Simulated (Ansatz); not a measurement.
# TiSe2: LAPW beside PAW

The same cell of TiSe2 is computed with full-potential LAPW, PAW with frozen cores and datasets made for this crystal, to set the results side by side.

A COD entry behind a cell of this session may itself be a prediction, so a difference from it is no test against experiment.

Computed with Ansatz 0.2.0 (DFT PBEsol, scalar-relativistic, unless a step's input says otherwise).

## (1) Starting point

It takes space group P-3m1 (No. 164, trigonal). Conventional cell: a = 3.536 Å, b = 3.536 Å, c = 6.004 Å, α = 90.00°, β = 90.00°, γ = 120.00°. Ti (site symmetry -3m) is surrounded by 6 Se at 2.55 Å. Around Se (site symmetry 3m) lie 3 Ti at 2.55 Å.

Structure file:

```xyz
3
Lattice="3.5360 0.0000 0.0000 -1.7680 3.0623 0.0000 0.0000 0.0000 6.0040" Properties=species:S:1:pos:R:3 pbc="T T T"
Ti    0.0000    0.0000    0.0000
Se    0.0000    2.0415    1.5322
Se    1.7680    1.0208    4.4718
```

The cell is a deposited one (Crystallography Open Database entry 1548816); the temperature and pressure of the measurement aren't taken into account, and nothing was relaxed.

Atoms are numbered in the order of the input: Ti1, Se2, Se3.

## (2) Full-potential LAPW

File input.yaml:

```yaml
crystal:
  lattice:
    - [3.5360018066, 0.0, 0.0]
    - [-1.7680009033, 3.0622673924, 0.0]
    - [0.0, 0.0, 6.004]
  atoms:
    - { symbol: Ti, position: [0.0, 0.0, 0.0] }
    - { symbol: Se, position: [0.3333333333, 0.6666666667, 0.2552] }
    - { symbol: Se, position: [0.6666666667, 0.3333333333, 0.7448] }
kpoints:
  mp_grid: { grid: [12, 12, 6] }
  band_path:
    path:
      - [0.0, 0.0, 0.0]
      - [0.5, 0.0, 0.0]
      - [0.3333333333, 0.3333333333, 0.0]
      - [0.0, 0.0, 0.0]
      - [0.0, 0.0, 0.5]
      - [0.5, 0.0, 0.5]
      - [0.3333333333, 0.3333333333, 0.5]
      - [0.0, 0.0, 0.5]
      - [0.5, 0.0, 0.5]
    npoints: 14
scf:
  occupations: { method: fermi_dirac, width: 0.03 }
hamiltonian:
  xc: pbesol
  pseudopotentials: { kind: all_electron, lapw: { basis_error: 0.001 } }
output:
  forces: true
  stress: true
  eigenvalues: true
  populations: true
  dos: { projected: true, de: 0.2, e_range: [-14, 8] }
```

On the command line:

```bash
ansatz run input.yaml --threads 1 --pin off --max-ram 6144MiB --backend cpu --events-out ev --progress --plain --runs-dir out
```

Output:

```text
Ti: projections on atomic orbitals take those of the free atom 1s2 2s2 2p6 3s2 3p6 3d2 4s2, of charge +0.00 (hamiltonian.pseudopotentials.projection_atoms)
Se: projections on atomic orbitals take those of the free atom 1s2 2s2 2p6 3s2 3p6 3d10 4s2 4p4, of charge +0.00 (hamiltonian.pseudopotentials.projection_atoms)
LAPW: plane waves up to 8.411 Å⁻¹, error target 1.0e-3 eV per atom; small_component_spin mean_spin; Ti in spheres of 1.282 Å, 12 of its electrons in bands, Dirac shells []; Se in spheres of 1.271 Å, 24 of its electrons in bands, Dirac shells []
Engine: ansatz 0.2.0
Pseudopotentials: kind: all_electron
Pseudopotential: Ti, LAPW, valence charge 12, Koelling and Harmon's equation, gaussian nucleus
Pseudopotential: Se, LAPW, valence charge 24, Koelling and Harmon's equation, gaussian nucleus
Functional definition: PBEsol
  exchange = pbesol_x
  correlation = pbesol_c
Crystal: 3 atoms, lattice volume = 65.012 Å³
Basis set: ecut = 269.5650644220406 eV, 665 PW (Γ), exchange–correlation at level 2
Bands: 36, of which v1, the nominal top of the filled ones, is band 30 counted from 1 (29 counted from 0)
Symmetry: 12 space group operations
Space group: P-3m1 (ITA 164), of the structure as read, at distance tolerance 4.0e-5 Å
k-points: 100 of 864
Non-local potential: Ti, projectors of the file, none
Non-local potential: Se, projectors of the file, none
Initial density: superposition of atomic densities (chi_scale 0.1, normalization cell, long waves kept (reshape's long-wave potential 0.10 eV rms))
Initial wavefunctions: plane waves of lowest kinetic energy (no species holds an atomic orbital)
Functional: x = pbesol(κ = 0.804, μ = 0.12345679012345678), c = pbesol(β = 0.046)
iter 1 solved again at ethr=1.53e-3 eV; its pass at ethr=1.00e-1 eV (dr2=9.21e-1 eV) is discarded
SCF iter   1: F=—  HF=-155373.040824 eV  |F-HF|=—  |Δ(HF+E_count)|=         —  Δρ=3.24e-2  dr2=9.22e-1  ethr=1.53e-3  ⟨swp⟩=2.0  Hψ=23471  notcnv=0
preconditioner: auto → LDOS  [metal: Δε(μ)=0.031 eV  Ē_g=8.327 eV  σ=0.030 eV  W_gap=0.24  n_scr=22 (ndim 8)  ℏωp=18.4 eV  f_vac=0.049  D(μ)=0.48/eV (n_scr^D=2)  β→1.0]
SCF iter   2: F=—  HF=-155373.361123 eV  |F-HF|=—  |Δ(HF+E_count)|=   3.20e-1  Δρ=3.97e-2  dr2=1.60e0  ethr=1.53e-3  ⟨swp⟩=3.1  Hψ=12696  notcnv=0  recentre
SCF iter   3: F=—  HF=-155372.645696 eV  |F-HF|=—  |Δ(HF+E_count)|=   7.15e-1  Δρ=1.14e-2  dr2=1.15e-1  ethr=1.53e-3  ⟨swp⟩=3.0  Hψ=12186  notcnv=0
SCF iter   4: F=—  HF=-155372.612426 eV  |F-HF|=—  |Δ(HF+E_count)|=   3.33e-2  Δρ=2.18e-3  dr2=1.49e-2  ethr=1.91e-4  ⟨swp⟩=2.0  Hψ=11498  notcnv=0
iter 5 solved again at ethr=2.62e-8 eV; its pass at ethr=2.48e-5 eV (dr2=1.57e-5 eV) is discarded
SCF iter   5: F=—  HF=-155372.608842 eV  |F-HF|=—  |Δ(HF+E_count)|=         —  Δρ=2.51e-4  dr2=1.59e-5  ethr=2.62e-8  ⟨swp⟩=3.0  Hψ=19060  notcnv=0
the basis was enlarged: its passes take 78.2 KiB over the memory plan, 1 of 1 planned eigensolver slots
SCF iter   6: F=—  HF=-155372.608861 eV  |F-HF|=—  |Δ(HF+E_count)|=   1.90e-5  Δρ=4.69e-5  dr2=1.02e-6  ethr=2.62e-8  ⟨swp⟩=3.0  Hψ=11532  notcnv=0
SCF iter   7: F=—  HF=-155372.608861 eV  |F-HF|=—  |Δ(HF+E_count)|=   2.71e-7  Δρ=9.25e-6  dr2=7.70e-8  ethr=1.71e-9  ⟨swp⟩=2.0  Hψ=10916  notcnv=0
iter 8 did not close the SCF: its close was put off for a basis of augmented plane waves that was refined there (scf_convergence_deferred on its scf_iter line)
SCF iter   8: F=-155372.608861 eV  HF=-155372.608861 eV  |F-HF|=3.61e-9  |Δ(HF+E_count)|=   1.02e-7  Δρ=2.76e-6  dr2=2.91e-9  ethr=1.28e-10  ⟨swp⟩=2.0  Hψ=10921  notcnv=0
SCF iter   9: F=—  HF=-155372.608981 eV  |F-HF|=—  |Δ(HF+E_count)|=         —  Δρ=1.97e-5  dr2=5.14e-7  ethr=5.12e-12 (applied; sched 4.85e-12)  ⟨swp⟩=3.0  Hψ=11495  notcnv=0
the basis was enlarged: its passes take 138.1 KiB over the memory plan, 1 of 1 planned eigensolver slots
SCF iter  10: F=—  HF=-155372.608972 eV  |F-HF|=—  |Δ(HF+E_count)|=   9.45e-6  Δρ=1.95e-5  dr2=5.21e-7  ethr=6.00e-12 (applied; sched 4.85e-12)  ⟨swp⟩=4.0  Hψ=13325  notcnv=0
SCF iter  11: F=-155372.608972 eV  HF=-155372.608972 eV  |F-HF|=3.72e-8  |Δ(HF+E_count)|=   1.60e-7  Δρ=4.05e-6  dr2=1.46e-8  ethr=5.34e-12 (applied; sched 4.85e-12)  ⟨swp⟩=3.0  Hψ=12032  notcnv=0
SCF 1 converged in 11 iterations: F = -155372.608972 eV  dr2 = 1.46e-8
NSCF: frozen V_eff on 113 k-points
SCF converged after 11 iterations
Free energy (F): -155372.608972 eV
Harris-Foulkes:  -155372.608972 eV  (|F-HF|=3.72e-8)
Internal energy: -155372.606734 eV  (E = F + TS)
E sigma→0 (E₀):  -155372.607853 eV
Entropy (-TS):   -0.002237 eV (-0.746 meV/atom)
Fermi energy:    10.073693 eV
--- Per-component energies (eV) ---
  E_band       = -3332.937836
  E_kinetic    = 158709.704965
  E_xc         = -5821.836074
  E_electrostatic = -308260.475625  (all electrons and nuclei)
  E_smearing   = -0.002237  (= −TS)
  E_closure    = 0.000000  (closes the sum)
  E_atoms      = -155354.288798  (free atoms, spherical and without spin; not in F)
  Σ components = -155372.608972   (vs F -155372.608972, Δ=0.00e0)
  Basis errors (estimates in eV, not in F): energy 4.0e-4 per atom: plane waves 3.5e-4 (2.0e-4 summed), levels above the bands 1.7e-85, relativity 2.3e-8, radial functions 5.0e-5, core shells 8.1e-7; eigenvalues (radial functions only) 1.3e-6; not estimated: angular momenta, meshes, grids; target (lapw.basis_error) 1.0e-3; muffin-tin radii Ti 1.282 Å, Se 1.271 Å
--- Forces (eV/Å), atoms counted from 1 ---
  atom   1  Ti    -0.00000000     0.00000000     0.00000000
  atom   2  Se     0.00000000    -0.00000000    -0.10260629
  atom   3  Se     0.00000000     0.00000000     0.10260629
  max |Σ_I F_I| component: 7.89e-30 eV/Å
--- Stress (GPa, compression-positive) ---
       -2.714312      -0.000000       0.000000
        0.000000      -2.714312      -0.000000
        0.000000      -0.000000      -1.414897
  P = ⅓ Tr σ = -2.2812 GPa (-22.812 kbar)
--- Band table (eV; the first three rows and the last of 100) ---
  k-point 0: bands = ["-197.1298", "-197.1298", "-136.7978", "-136.7978", "-136.7978", "-136.7978", "-136.7887", "-136.7887", "-47.2576", "-37.2374", "-37.2374", "-37.2373", "-37.2373", "-37.2294", "-37.2294", "-37.2288", "-37.2288", "-37.2248", "-37.2243", "-23.5951", "-23.5801", "-23.5801", "-3.8815", "-2.4406", "4.7025", "7.7824", "7.7824", "10.2884", "10.5337", "10.5337", "10.5803", "10.5803", "10.7088", "13.4286", "13.4286", "15.6406"]
  k-point 1: bands = ["-197.1298", "-197.1298", "-136.7978", "-136.7978", "-136.7978", "-136.7978", "-136.7887", "-136.7887", "-47.2576", "-37.2376", "-37.2376", "-37.2371", "-37.2371", "-37.2294", "-37.2294", "-37.2288", "-37.2288", "-37.2248", "-37.2244", "-23.5951", "-23.5801", "-23.5801", "-3.8149", "-2.5545", "4.9658", "7.7958", "7.7958", "9.4909", "10.5119", "10.5119", "10.5407", "10.5407", "11.0588", "13.5120", "13.5120", "15.7329"]
  k-point 2: bands = ["-197.1298", "-197.1298", "-136.7978", "-136.7978", "-136.7978", "-136.7978", "-136.7887", "-136.7887", "-47.2576", "-37.2377", "-37.2377", "-37.2370", "-37.2370", "-37.2293", "-37.2293", "-37.2289", "-37.2289", "-37.2247", "-37.2244", "-23.5951", "-23.5801", "-23.5801", "-3.6354", "-2.8243", "5.6637", "7.8236", "7.8236", "8.3008", "10.4103", "10.4103", "10.5244", "10.5244", "11.2462", "13.6767", "13.6767", "15.9671"]
  k-point 99: bands = ["-197.1298", "-197.1298", "-136.7978", "-136.7978", "-136.7978", "-136.7978", "-136.7887", "-136.7887", "-47.2495", "-37.2371", "-37.2366", "-37.2366", "-37.2356", "-37.2293", "-37.2293", "-37.2291", "-37.2289", "-37.2235", "-37.2235", "-23.6430", "-23.6430", "-23.5719", "-2.1091", "-2.1091", "5.7852", "5.7852", "6.2685", "6.9414", "8.0216", "8.0216", "11.1765", "11.3337", "11.3337", "13.5179", "13.5179", "17.0091"]
--- Löwdin populations: 3 sites ---
  site symbol       q [e]
     0     Ti     21.2927
     1     Se     34.2798
     2     Se     34.2798
  spilling = 0.001642 (of n_electrons = 90.000000)
```

It took 80 s on 1 thread of Intel Xeon Platinum 8375C at 2.90GHz (Ice Lake), shared host; peak memory 0.69 GiB.

In short: pressure -2.28 GPa; no gap; largest force 0.103 eV/Å.

Levels at the path's labelled points, in eV from the Fermi level:

```tsv
point	band 27	band 28	band 29	band 30	band 31	band 32	band 33
Γ	-2.29	0.21	0.46	0.46	0.51	0.51	0.64
M	-2.76	-2.70	-2.26	-1.37	0.09	1.36	1.74
K	-3.96	-2.57	-2.57	-2.37	1.09	1.64	1.64
Γ	-2.29	0.21	0.46	0.46	0.51	0.51	0.64
A	-2.24	-2.24	0.29	0.29	0.45	0.45	1.22
L	-2.69	-2.48	-1.19	-0.96	-0.17	1.36	1.71
H	-3.81	-3.13	-2.05	-2.05	1.10	1.26	1.26
A	-2.24	-2.24	0.29	0.29	0.45	0.45	1.22
L	-2.69	-2.48	-1.19	-0.96	-0.17	1.36	1.71
```

States per cell in windows of 1 eV (zero at the Fermi level; grid of 0.20 eV, so sharp peaks spill over the borders):

```tsv
from	to	total	Se 4p	Ti 3d
-10	-9	0.00	0.00	0.00
-9	-8	0.00	0.00	0.00
-8	-7	0.00	0.00	0.00
-7	-6	0.00	0.00	0.00
-6	-5	0.10	0.07	0.01
-5	-4	2.40	1.86	0.32
-4	-3	1.80	1.35	0.29
-3	-2	4.01	2.68	1.19
-2	-1	2.68	2.06	0.50
-1	0	0.94	0.69	0.22
0	1	1.94	0.35	1.52
1	2	4.13	0.74	3.29
2	3	1.14	0.35	0.70
3	4	2.87	1.10	1.56
4	5	0.00	0.00	0.00
```

(Part 1 of 2 ends here.)
